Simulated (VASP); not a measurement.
Set up this calculation in VASP 6.6.1, as an ASE script.

* Task: single point
* Functional: RPBE
* Potentials or basis: VASP PAW PBE potentials, release 64 (N)
* Cutoff: 500 eV
* k mesh: 12 × 12 × 11
* Occupations: gaussian, width 0.02 eV
* Spin: no spin polarisation
* Further INCAR settings: ALGO = Normal; EDIFF = 1.00e-07

N:

```
N
1.0
     2.51947    0.00000    0.00000
    -1.25974    2.18193    0.00000
     0.00000    0.00000    2.44600
N
2
Direct
  0.33333 0.66667 0.75000
  0.66667 0.33333 0.25000
```

The real solid is made of molecules; this cell is a model form.

One way to write it, as run:

run.py

```python
from ase import Atoms
from ase.calculators.vasp import Vasp
from ase.dft.bandgap import bandgap

atoms = Atoms(
    ['N', 'N'],
    cell=[[2.5194737886, 0.0, 0.0], [-1.2597368943, 2.1819283051, 0.0], [0.0, 0.0, 2.446002]],
    scaled_positions=[[0.3333333333, 0.6666666667, 0.75], [0.6666666667, 0.3333333333, 0.25]],
    pbc=True,
)
calc = Vasp(
    directory='calc',
    xc='rpbe',
    pp='PBE',
    setups='minimal',
    prec='Accurate',
    encut=500,
    ediff=1e-07,
    ismear=0,
    sigma=0.02,
    lreal=False,
    lasph=True,
    nelm=60,
    algo='Normal',
    isif=2,
    lwave=False,
    lcharg=False,
    kpts=[12, 12, 11],
    gamma=True,
)
atoms.calc = calc

print('energy (eV):', atoms.get_potential_energy())
print('free energy (eV):', atoms.get_potential_energy(force_consistent=True))
print('forces (eV/A):')
print(atoms.get_forces())
print('stress (eV/A^3, Voigt):', atoms.get_stress())
print('Fermi level (eV):', calc.get_fermi_level())
gap, top, bottom = bandgap(calc)
print('band gap (eV):', gap, 'from (spin, k, band)', top, 'to', bottom)
```

Potentials or basis: VASP PAW PBE potentials, release 64 (N).

Run with:

```sh
$ python run.py
```

Results of the run:

The pressure is 15.4 GPa. The band gap on the k mesh is none (metal or under the smearing width).

Caveat: so large a pressure means that the cell lies far from this level's equilibrium, or that cutoff or potentials fall short; the potentials were made for another functional, which shifts forces and pressure.

It took 5.9 s on 1 thread of Intel(R) Xeon(R) 6975P-C (Granite Rapids) (shared host), peak memory 0.12 GiB.
